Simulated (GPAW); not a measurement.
# HfB2 (P6/mmm) in GPAW: a series of runs

The runs below take HfB2 through single point, with PBE, LDA.

Program: GPAW 26.7.0. These are calculated values, not measurements. Logs are shortened: lines on timing, memory, paths and dates and some standing lists are left out, and cuts for length are marked. The log counts tension as positive stress, the text compression.

## 1. Starting point

The structure is hexagonal, space group P6/mmm (No. 191). The conventional cell has a = 3.140 Å, b = 3.140 Å, c = 3.480 Å, α = 90.00°, β = 90.00°, γ = 120.00°. Hf (site symmetry 6/mmm) has 12 B at 2.51 Å as nearest neighbours. B (site symmetry -6m2) has 3 B at 1.81 Å as nearest neighbours.

## 2. Single point, PBE

File run.py:

```python
from ase.dft.bandgap import bandgap
from ase.io import read, write
from ase.units import GPa
from gpaw import GPAW, PW

atoms = read('HfB2.xyz')

calc = GPAW(mode=PW(600),
            xc='PBE',
            kpts={'size': (8, 8, 6), 'gamma': True},
            occupations={'name': 'fermi-dirac', 'width': 0.05},
            nbands=20,
            maxiter=120,
            txt='gpaw.txt')
atoms.calc = calc
energy = atoms.get_potential_energy()
forces = atoms.get_forces()
stress = atoms.get_stress()
calc.write('gs.gpw')
write('result.traj', atoms)
print(f'Energy: {energy:.6f} eV')
print('Forces (eV/A):')
print(forces.round(4))
print('Stress (GPa):', (stress / GPa).round(3))
print('Fermi level:', round(calc.get_fermi_level(), 4), 'eV')
print(f'Gap: {bandgap(calc)[0]:.4f} eV, direct: {bandgap(calc, direct=True)[0]:.4f} eV')
```

File HfB2.xyz:

```xyz
3
Lattice="3.1400000000 0.0000000000 0.0000000000 -1.5700000000 2.7193197679 0.0000000000 0.0000000000 0.0000000000 3.4800000000" Properties=species:S:1:pos:R:3 pbc="T T T"
Hf     0.0000000000      0.0000000000      0.0000000000
B      1.5700000002      0.9064399225      1.7400000000
B     -0.0000000002      1.8128798454      1.7400000000
```

Potentials or basis: GPAW PAW data sets (gpaw-data 1.2.1), pw.

Command:

```
OMP_NUM_THREADS=1 python run.py
```

gpaw.txt:

```text
__  _  _
 | _ |_)|_||  |
 |__||  | ||/\| - 26.7.0

Input parameters:
  mode=PW(ecut=600.0),
  kpts=MonkhorstPack(size=(8, 8, 6), gamma=True),
  maxiter=120,
  nbands=20,
  occupations=Occupations(name='fermi-dirac', width=0.05),
  xc=XC(name='PBE')

Diagonalizing LCAO Hamiltonian
Converting LCAO to pw mode

         B  B

       Hf

Atoms  # Å, Bohr magnetons
|   | symbol |         x |        y |        z |    initial magnetic moments |
|---|--------|-----------|----------|----------|-----------------------------|
| 0 |     Hf |  0.000000 | 0.000000 | 0.000000 | ( 0.0000,  0.0000,  0.0000) |
| 1 |      B |  1.570000 | 0.906440 | 1.740000 | ( 0.0000,  0.0000,  0.0000) |
| 2 |      B | -0.000000 | 1.812880 | 1.740000 | ( 0.0000,  0.0000,  0.0000) |

Unit cell  # Å
| periodic |         x |        y |        z |  lengths |     angles |
|----------|-----------|----------|----------|----------|------------|
|      yes |  3.140000 | 0.000000 | 0.000000 | 3.140000 |  90.000000 |
|      yes | -1.570000 | 2.719320 | 0.000000 | 3.140000 |  90.000000 |
|      yes |  0.000000 | 0.000000 | 3.480000 | 3.480000 | 120.000000 |

Number of symmetries: 24
Symmetry operations  # r_c * U_cc + t_c -> r_c
|    | kind |            matrix            |
|----|------|------------------------------|
|  0 |  σ   |  1, 1, 0,  0,-1, 0,  0, 0, 1 |
|  1 |  C2  |  1, 1, 0,  0,-1, 0,  0, 0,-1 |
|  2 |  C6  |  1, 1, 0, -1, 0, 0,  0, 0, 1 |
|  3 |  S6  |  1, 1, 0, -1, 0, 0,  0, 0,-1 |
|  4 |  E   |  1, 0, 0,  0, 1, 0,  0, 0, 1 |
|  5 |  σ   |  1, 0, 0,  0, 1, 0,  0, 0,-1 |
|  6 |  σ   |  1, 0, 0, -1,-1, 0,  0, 0, 1 |
|  7 |  C2  |  1, 0, 0, -1,-1, 0,  0, 0,-1 |
|  8 |  σ   |  0, 1, 0,  1, 0, 0,  0, 0, 1 |
|  9 |  C2  |  0, 1, 0,  1, 0, 0,  0, 0,-1 |
| 10 |  C3  |  0, 1, 0, -1,-1, 0,  0, 0, 1 |
| 11 |  S3  |  0, 1, 0, -1,-1, 0,  0, 0,-1 |
| 12 |  C6  |  0,-1, 0,  1, 1, 0,  0, 0, 1 |
| 13 |  S6  |  0,-1, 0,  1, 1, 0,  0, 0,-1 |
| 14 |  σ   |  0,-1, 0, -1, 0, 0,  0, 0, 1 |
| 15 |  C2  |  0,-1, 0, -1, 0, 0,  0, 0,-1 |
| 16 |  σ   | -1, 0, 0,  1, 1, 0,  0, 0, 1 |
| 17 |  C2  | -1, 0, 0,  1, 1, 0,  0, 0,-1 |
| 18 |  C2  | -1, 0, 0,  0,-1, 0,  0, 0, 1 |
| 19 |  i   | -1, 0, 0,  0,-1, 0,  0, 0,-1 |
| 20 |  C3  | -1,-1, 0,  1, 0, 0,  0, 0, 1 |
| 21 |  S3  | -1,-1, 0,  1, 0, 0,  0, 0,-1 |
| 22 |  σ   | -1,-1, 0,  0, 1, 0,  0, 0, 1 |
| 23 |  C2  | -1,-1, 0,  0, 1, 0,  0, 0,-1 |

BZ-sampling:
  Number of BZ points: 384
  Number of IBZ points: 40

  Monkhorst-Pack size: [8, 8, 6]
  Monkhorst-Pack shift: [0.0625, 0.0625, 0.08333333333333333]

K-points  # in reciprocal-cell coordinates
|     |                                coordinates |     weight |
|-----|--------------------------------------------|------------|
|   0 | (  0.00000000,   0.00000000,   0.00000000) | 0.00260417 |
|   1 | (  0.00000000,   0.00000000,   0.16666667) | 0.00520833 |
|   2 | (  0.00000000,   0.00000000,   0.33333333) | 0.00520833 |
|   3 | (  0.00000000,   0.00000000,   0.50000000) | 0.00260417 |
|   4 | (  0.12500000,   0.00000000,   0.00000000) | 0.01562500 |
|   5 | (  0.12500000,   0.00000000,   0.16666667) | 0.03125000 |
|   6 | (  0.12500000,   0.00000000,   0.33333333) | 0.03125000 |
|   7 | (  0.12500000,   0.00000000,   0.50000000) | 0.01562500 |
|   8 | (  0.25000000,  -0.12500000,   0.00000000) | 0.01562500 |
|   9 | (  0.25000000,  -0.12500000,   0.16666667) | 0.03125000 |
| ... |                                            |            |
|  39 | (  0.50000000,   0.50000000,   0.50000000) | 0.00781250 |

Plane wave coefficients: 1010
Cutoff: 600.0 eV

Spin-components: 1 (collinear spins)
Bands:           20
Projectors:      16
Spin-degeneracy: 2
Datatype:        complex128

Parallelization:
  kpt:    1
  domain: 1
  band:   1

Density:
  Valence electrons: 18.0
  Components: 1
  Grid points: [18 18 20]
  Charge: 0.0  # |e|

Potential:
  Grid points: [18 18 20]

species:
  Hf:
    name:    Hafnium
    Z:       72.0
    valence: 12
    core:    60
    charge:  0.0  # [|e|]
    compensation charges:
      type: gauss
      rc: 0.41  # [Å]
      lmax: 2
    cutoffs:
      filter: 2.36  # [Å]
      core: 4.02  # [Å]
    projectors
    | kind |    occ | energy [eV] | rcut [Å] |
    |------|--------|-------------|----------|
    |   5s |  2.000 |     -66.831 |    1.397 |
    |   6s |  2.000 |      -5.097 |    1.397 |
    |   5p |  6.000 |     -35.599 |    1.307 |
    |   6p |  0.000 |      -1.401 |    1.307 |
    |   5d |  2.000 |      -2.699 |    1.334 |
    |    d |        |      24.513 |    1.334 |

    Using partial waves for Hf as LCAO basis

  B:
    name:    Boron
    Z:       5.0
    valence: 3
    core:    2
    charge:  0.0  # [|e|]
    compensation charges:
      type: gauss
      rc: 0.20  # [Å]
      lmax: 2
    cutoffs:
      filter: 1.14  # [Å]
      core: 1.38  # [Å]
    projectors
    | kind |    occ | energy [eV] | rcut [Å] |
    |------|--------|-------------|----------|
    |   2s |  2.000 |      -9.443 |    0.635 |
    |   2p |  1.000 |      -3.606 |    0.635 |
    |    s |        |      17.768 |    0.635 |
    |    p |        |      23.605 |    0.635 |
    |    d |        |       0.000 |    0.635 |

    Using partial waves for B as LCAO basis

Reference energy: -411225.094410  # eV

eigensolver:
  PPCG
  Converge bands: occupied
  niter=2

density mixing:
  MSR1-Mixer
  Pratt-step length: 0.05
  Maximum mixing coefficient: 0.75
  Old densities: 10
  SVD Regularization: 0.005
  Good broyden scale: 1.0
  Trust region scale: 1.0
  Backstep threshold: 4.0
  History deletion threshold: 6.0
  Fourier metric: weight=20.0, sigma=0.015

occupation numbers:
  Fermi-Dirac:
    width: 0.0500  # eV

poisson solver:
  ecut: 4800.0  # eV

xc functional:
  name: PBE with 2 nearest neighbor stencil

convergence criteria:
- Maximum [total energy] change in last 3 cyles: 0.0005 eV / valence electron
- Maximum integral of absolute [dens]ity change: 0.0001 electrons / valence electron
- Maximum integral of absolute [eigenst]ate change: 4e-08 eV^2 / valence electron
maximum number of iterations: 120

SCF iterations
|iter     | |      energy | eigst |  dens |
|---------|-|-------------|-------|-------|
|iter:   1| |  -25.128034 | -0.05 |       |
|iter:   2| |  -24.830678 | -2.55 | -0.98 |
|iter:   3| |  -23.919809 | -1.54 | -1.03 |
|iter:   4| |  -23.929493 | -3.14 | -1.77 |
|iter:   5| |  -23.935683 | -3.93 | -2.10 |
|iter:   6| |  -23.935776c| -5.16 | -2.95 |
|iter:   7| |  -23.935778c| -6.87 | -3.89 |
|iter:   8| |  -23.935778c| -7.86c| -4.34c|

Converged in 8 steps
Energy contributions relative to reference atoms: (reference = -411225.094410)

Energy contributions:
  Kinetic:          26.789941
  Coulomb:         -24.062772
  Zero:             -0.433169
  External:          0.000000
  Xc:              -26.228674
  Entropy:          -0.002208
  Spinorbit:         0.000000
  ----------------------------
  Free energy:     -23.936882
  Extrapolated:    -23.935778

dipole moment: (-5.676721, -9.832369, -12.582795)  # |e|*Ang

Fermi level: 12.828
Eigenvalues  # (at kpt = [0.000, 0.000, 0.000])
| band index |      eig [eV] | occ [0-2] |
|------------|---------------|-----------|
|          0 |       -48.920 |     2.000 |
|          1 |       -18.002 |     2.000 |
|          2 |       -17.509 |     2.000 |
|          3 |       -17.509 |     2.000 |
|          4 |        -1.072 |     2.000 |
|          5 |         9.671 |     2.000 |
[... 9 lines left out ...]
|         15 |        17.712 |     0.000 |
|         16 |        20.453 |     0.000 |
|        ... |               |           |
|         19 |        33.589 |     0.000 |

No gap
No difference between direct/indirect transitions

Forces  # eV/Ang
|        x |        y |       z |
|----------|----------|---------|
| -0.00000 | -0.00000 | 0.00000 |  # Hf   0
| -0.00000 | -0.00000 | 0.00000 |  # B    1
|  0.00000 |  0.00000 | 0.00000 |  # B    2

Stress tensor  # eV/Ang^3
|         x |         y |         z |
|-----------|-----------|-----------|
| -0.013245 |  0.000000 |  0.000000 |
|  0.000000 | -0.013245 |  0.000000 |
|  0.000000 |  0.000000 | -0.014372 |

# Writing to gs.gpw (mode='')
```

It took 12 s on 1 thread of Arm Neoverse V2, shared host; peak memory 0.15 GiB.

Results:

```yaml
Free_energy: -23.9369 eV
Pressure: 2.2 GPa
Band_gap_on_the_k_mesh: none (metal or under the smearing width)
```

Stress tensor (GPa, compression positive):
```
2.12 0.00 0.00
0.00 2.12 0.00
0.00 0.00 2.30
```

Caveat: the cutoff is short for stress and forces, so pressures can be off by a GPa or more. The run has no spin-orbit coupling, so splittings on Hf are missing.

## 3. Single point, LDA

Changes to run.py since step 2:

```diff
@@ -5,6 +5,6 @@
 
-atoms = read('HfB2.xyz')
+atoms = read('HfB2.cif')
 
-calc = GPAW(mode=PW(600),
-            xc='PBE',
+calc = GPAW(mode=PW(550),
+            xc='LDA',
             kpts={'size': (8, 8, 6), 'gamma': True},
```

File HfB2.cif:

```cif
data_HfB2
_cell_length_a 3.14000000
_cell_length_b 3.14000000
_cell_length_c 3.48000000
_cell_angle_alpha 90.00000000
_cell_angle_beta 90.00000000
_cell_angle_gamma 120.00000000
_space_group_name_H-M_alt 'P6/mmm'
_space_group_name_Hall '-P 6 2'
_space_group_IT_number 191
loop_
_space_group_symop_operation_xyz
'x,y,z'
'-x,-y,-z'
'x-y,x,z'
'-x+y,-x,-z'
'-y,x-y,z'
'y,-x+y,-z'
'-x,-y,z'
'x,y,-z'
'-x+y,-x,z'
'x-y,x,-z'
'y,-x+y,z'
'-y,x-y,-z'
'-y,-x,-z'
'y,x,z'
'-x,-x+y,-z'
'x,x-y,z'
'-x+y,y,-z'
'x-y,-y,z'
'y,x,-z'
'-y,-x,z'
'x,x-y,-z'
'-x,-x+y,z'
'x-y,-y,-z'
'-x+y,y,z'
loop_
_atom_site_label
_atom_site_type_symbol
_atom_site_symmetry_multiplicity
_atom_site_Wyckoff_symbol
_atom_site_fract_x
_atom_site_fract_y
_atom_site_fract_z
_atom_site_occupancy
Hf1 Hf 1 a 0.0000000000 0.0000000000 0.0000000000 1
B1 B 2 d 0.6666666667 0.3333333333 0.5000000000 1
```

Potentials or basis: the program's PAW data sets (release 1.2.1) made for this functional, pw.

Command:

```
OMP_NUM_THREADS=1 python run.py
```

Wall time 23 s (1 thread of Arm Neoverse N1, shared host); peak memory 0.15 GiB.

The run converged, but some of its settings lie outside the range that counts as converged, so its numbers aren't taken as properties of the crystal.

What came out:

```yaml
Free_energy: -26.5219 eV
Pressure: -9.6 GPa
Band_gap_on_the_k_mesh: none (metal or under the smearing width)
```

Caveat: the cutoff is short for stress and forces, so pressures can be off by a GPa or more.

## 4. Single point, PBE

Changes to run.py since step 3:

```diff
@@ -1,3 +1,4 @@
+from ase import Atoms
 from ase.dft.bandgap import bandgap
-from ase.io import read, write
+from ase.io import write
 from ase.units import GPa
@@ -5,6 +6,13 @@
 
-atoms = read('HfB2.cif')
+atoms = Atoms(['Hf', 'B', 'B'],
+              cell=[[3.14, 0.0, 0.0],
+                    [-1.57, 2.7193197679, 0.0],
+                    [0.0, 0.0, 3.48]],
+              scaled_positions=[[0.0, 0.0, 0.0],
+                                [0.6666666667, 0.3333333333, 0.5],
+                                [0.3333333333, 0.6666666667, 0.5]],
+              pbc=True)
 
-calc = GPAW(mode=PW(550),
-            xc='LDA',
+calc = GPAW(mode=PW(600),
+            xc='PBE',
             kpts={'size': (8, 8, 6), 'gamma': True},
```

Potentials or basis: GPAW PAW data sets (gpaw-data 1.2.1), pw.

Command:

```
OMP_NUM_THREADS=1 python run.py
```

It took 15 s on 1 thread of Arm Neoverse V1, shared host; peak memory 0.15 GiB.

Results (log left out):

```yaml
Free_energy: -23.9369 eV
Pressure: 2.2 GPa
Band_gap_on_the_k_mesh: none (metal or under the smearing width)
```

Stress tensor (GPa, compression positive):
```
2.12 0.00 0.00
0.00 2.12 0.00
0.00 0.00 2.30
```

Levels at points of the mesh, in eV from the Fermi level:
| k point | band 5 | band 6 | band 7 | band 8 | band 9 | band 10 | band 11 | band 12 | band 13 | band 14 |
| --- | --- | --- | --- | --- | --- | --- | --- | --- | --- | --- |
| (0.00, 0.00, 0.00) | -13.90 | -3.16 | -3.06 | -3.06 | -2.95 | 3.85 | 3.85 | 4.48 | 4.48 | 4.85 |
| (0.00, 0.00, 0.50) | -11.52 | -8.51 | -1.35 | -1.35 | 0.16 | 0.16 | 0.84 | 0.84 | 2.06 | 4.97 |
| (0.50, 0.50, 0.00) | -9.93 | -9.23 | -4.29 | -3.60 | -3.02 | 1.97 | 2.56 | 5.40 | 5.54 | 6.16 |
| (0.50, 0.50, 0.50) | -10.51 | -7.68 | -5.13 | -4.86 | -2.86 | 3.86 | 3.99 | 6.07 | 7.01 | 7.17 |

Caveat: the cutoff is short for stress and forces, so pressures can be off by a GPa or more.
